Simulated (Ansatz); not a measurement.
Runs of Ansatz 0.2.0 on Bi2Se3 (Paraguanajuatite). Symmetry: R-3m, No. 166, trigonal system. Conventional cell: a = 4.143 Å, b = 4.143 Å, c = 28.636 Å, α = 90.00°, β = 90.00°, γ = 120.00°. Around Bi (site symmetry 3m) lie 6 Se at 2.85 to 3.07 Å. Se (site symmetry 3m) has 3 Bi at 2.85 Å as nearest neighbours. Around Se (site symmetry -3m) lie 6 Bi at 3.07 Å. 

```csv
task,level,potentials or basis,k mesh,cutoff (eV),smearing,basis error allowed,gap on the mesh (eV),pressure (GPa),V0 of scaled cells (Å³/atom),B0 (GPa),largest force (eV/Å)
phonons,PBEsol,"all-electron LAPW, scalar-relativistic",8 × 8 × 8,225,fermi-dirac 0.05 eV,0.002 eV/atom,0.14,-,-,-,0.15
equation of state,PBEsol,"all-electron LAPW, scalar-relativistic",8 × 8 × 8,-,fermi-dirac 0.05 eV,0.001 eV/atom,-,-,28.24,64,-
single point,PBEsol,"all-electron LAPW, scalar-relativistic",5 × 5 × 5,207,fermi-dirac 0.03 eV,0.002 eV/atom,0.15,(a),-,-,0.20
phonons,PBE,"all-electron LAPW, scalar-relativistic",8 × 8 × 8,225,fermi-dirac 0.05 eV,0.002 eV/atom,0.22,-,-,-,0.16
band structure,PBE,"all-electron LAPW, scalar-relativistic",8 × 8 × 8,207,fermi-dirac 0.05 eV,0.002 eV/atom,0.22,(b),-,-,0.16
equation of state,LDA,"all-electron LAPW, scalar-relativistic",8 × 8 × 8,-,fermi-dirac 0.05 eV,0.002 eV/atom,-,-,27.59,68,-
single point,PBE,"all-electron LAPW, scalar-relativistic",5 × 5 × 5,207,fermi-dirac 0.03 eV,0.002 eV/atom,0.23,2.5,-,-,0.20
dielectric tensor,PBE,all-electron PAW datasets made for the crystal,8 × 8 × 8,270,fixed,-,0.22,-,-,-,-
```

Alike in all rows: no spin polarisation; cell as given.

**Question.** Fill in the values left out.

**Answer.** (a) -0.4; (b) 2.6.

Caveats: spin-orbit coupling is left out, which as a rule narrows the gap of such compounds by several tenths of an eV (some runs); the cell was scaled at fixed shape and fractional positions, which overstates the stiffness of a crystal with free parameters, most of all of layers and chains (some runs); spin-orbit coupling is left out, which moves the levels of the heavy elements (some runs); an odd mesh through Γ misses points on the zone boundary, where band edges often lie (some runs); a metal's response needs a denser mesh (some runs).

A k mesh can miss the band edges, and the runs leave out spin-orbit coupling on Bi, Se.

Not every run made on this cell is shown here.
